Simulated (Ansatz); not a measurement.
## TiO: band structure with PBEsol

Crystal: TiO.

```xyz
6
Lattice="4.9891 0.0000 0.0000 -2.4945 4.3207 0.0000 0.0000 0.0000 2.8733" Properties=species:S:1:pos:R:3 pbc="T T T"
Ti    0.0000    0.0000    0.0000
Ti    0.0000    2.8805    1.4367
Ti    2.4945    1.4402    1.4367
O    -0.9839    1.7043    0.0000
O     1.9679    0.0000    0.0000
O     1.5106    2.6164    0.0000
```

The cell comes from a database or a generator and needn't be the stable form of this composition.

```yaml
Program: Ansatz 0.2.0
Task: band structure
Functional: PBEsol
Potentials_or_basis: JTH PAW
Cutoff: "1380 eV (not typed: the program's choice for these potentials)"
k_mesh: 6 × 6 × 9
Occupations: fermi-dirac, width 0.05 eV
Spin: no spin polarisation
Path: "[[\"G\", \"M\", \"K\", \"G\", \"A\", \"L\", \"H\", \"A\"], [\"L\", \"M\"], [\"K\", \"H\"]]"
Points_for_each_segment_of_the_path: 14
```

```json
{
  "Pressure": "-5.4 GPa",
  "Largest force": "0.015 eV/Å",
  "Band gap on the k mesh": "none (metal or under the smearing width)"
}
```

Forces on the atoms (eV/Å):
```
Ti   0.000  0.000  0.000
Ti   0.000  0.000  0.000
Ti   0.000  0.000  0.000
O    0.008 -0.013  0.000
O   -0.015  0.000  0.000
O    0.008  0.013  0.000
```

Stress tensor (GPa, compression positive):
```
-4.84  0.00  0.00
 0.00 -4.84  0.00
 0.00  0.00 -6.55
```

Levels at the corners of the path, in eV from the Fermi level:
| point | band 23 | band 24 | band 25 | band 26 | band 27 | band 28 | band 29 | band 30 | band 31 | band 32 |
| --- | --- | --- | --- | --- | --- | --- | --- | --- | --- | --- |
| Γ | -5.86 | -5.53 | -3.43 | -0.84 | -0.83 | -0.83 | 0.28 | 0.28 | 0.77 | 0.77 |
| M | -6.01 | -5.24 | -2.50 | -2.08 | -1.79 | 0.35 | 0.89 | 1.10 | 1.36 | 1.36 |
| K | -6.02 | -5.60 | -2.42 | -1.85 | -1.85 | 0.44 | 0.98 | 0.98 | 1.00 | 1.56 |
| Γ | -5.86 | -5.53 | -3.43 | -0.84 | -0.83 | -0.83 | 0.28 | 0.28 | 0.77 | 0.77 |
| A | -5.71 | -5.71 | -1.97 | -1.97 | 0.58 | 1.01 | 1.01 | 1.17 | 1.17 | 1.82 |
| L | -6.43 | -5.38 | -2.02 | -1.43 | -0.54 | 0.49 | 0.62 | 1.58 | 1.60 | 1.83 |
| H | -5.68 | -5.68 | -1.46 | -1.46 | -1.44 | 1.26 | 1.26 | 1.38 | 1.38 | 1.46 |
| A | -5.71 | -5.71 | -1.97 | -1.97 | 0.58 | 1.01 | 1.01 | 1.17 | 1.17 | 1.82 |
| L | -6.43 | -5.38 | -2.02 | -1.43 | -0.54 | 0.49 | 0.62 | 1.58 | 1.60 | 1.83 |
| M | -6.01 | -5.24 | -2.50 | -2.08 | -1.79 | 0.35 | 0.89 | 1.10 | 1.36 | 1.36 |
| K | -6.02 | -5.60 | -2.42 | -1.85 | -1.85 | 0.44 | 0.98 | 0.98 | 1.00 | 1.56 |
| H | -5.68 | -5.68 | -1.46 | -1.46 | -1.44 | 1.26 | 1.26 | 1.38 | 1.38 | 1.46 |

Wall time 52 s on 2 threads of Arm Neoverse V2, on a shared host, peak memory 1.2 GiB.

Caveat: semilocal functionals often make such compounds metallic where correlation or magnetic order opens a gap, which also shifts bond lengths.
